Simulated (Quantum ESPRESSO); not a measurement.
Input of a Quantum ESPRESSO 7.5 run:

scf.in

```
&CONTROL
  calculation = 'scf'
  prefix = 'pwscf'
  outdir = './tmp'
  pseudo_dir = './pseudo'
/
&SYSTEM
  ibrav = 0
  nat = 6
  ntyp = 1
  ecutwfc = 36
  nbnd = 19
  occupations = 'smearing'
  smearing = 'fd'
  degauss = 0.00367493
  force_symmorphic = .true.
/
&ELECTRONS
  conv_thr = 1.2d-09
  electron_maxstep = 120
  mixing_beta = 0.5
/
ATOMIC_SPECIES
Si    28.0850 Si.upf
CELL_PARAMETERS angstrom
  -3.3360831900    3.3360831900    3.3360831900
   3.3360831900   -3.3360831900    3.3360831900
   3.3360831900    3.3360831900   -3.3360831900
ATOMIC_POSITIONS crystal
Si     0.5000000000    0.7500000000    0.2500000000
Si     0.2500000000    0.7500000000    0.5000000000
Si     0.2500000000    0.5000000000    0.7500000000
Si     0.5000000000    0.2500000000    0.7500000000
Si     0.7500000000    0.5000000000    0.2500000000
Si     0.7500000000    0.2500000000    0.5000000000
K_POINTS automatic
14 14 14 0 0 0
```

File nscf.in:

```
&CONTROL
  calculation = 'nscf'
  prefix = 'pwscf'
  outdir = './tmp'
  pseudo_dir = './pseudo'
/
&SYSTEM
  ibrav = 0
  nat = 6
  ntyp = 1
  ecutwfc = 36
  nbnd = 37
  occupations = 'smearing'
  smearing = 'fd'
  degauss = 0.00367493
  force_symmorphic = .true.
/
&ELECTRONS
  conv_thr = 1d-08
  diago_full_acc = .true.
  diago_thr_init = 1d-06
/
ATOMIC_SPECIES
Si    28.0850 Si.upf
CELL_PARAMETERS angstrom
  -3.3360831900    3.3360831900    3.3360831900
   3.3360831900   -3.3360831900    3.3360831900
   3.3360831900    3.3360831900   -3.3360831900
ATOMIC_POSITIONS crystal
Si     0.5000000000    0.7500000000    0.2500000000
Si     0.2500000000    0.7500000000    0.5000000000
Si     0.2500000000    0.5000000000    0.7500000000
Si     0.5000000000    0.2500000000    0.7500000000
Si     0.7500000000    0.5000000000    0.2500000000
Si     0.7500000000    0.2500000000    0.5000000000
K_POINTS automatic
14 14 14 0 0 0
```

Potentials or basis: PseudoDojo 0.4.1 SR PBE standard.

The run is started by

```sh
$ OMP_NUM_THREADS=1 pw.x -in scf.in > scf.out
$ OMP_NUM_THREADS=1 pw.x -in nscf.in > nscf.out
```

**Question.** What does it give for the band gap on the k mesh, mean-field level?

**Answer.** 0.10 eV, indirect (least direct gap 0.33 eV).

A k mesh can miss the band edges.
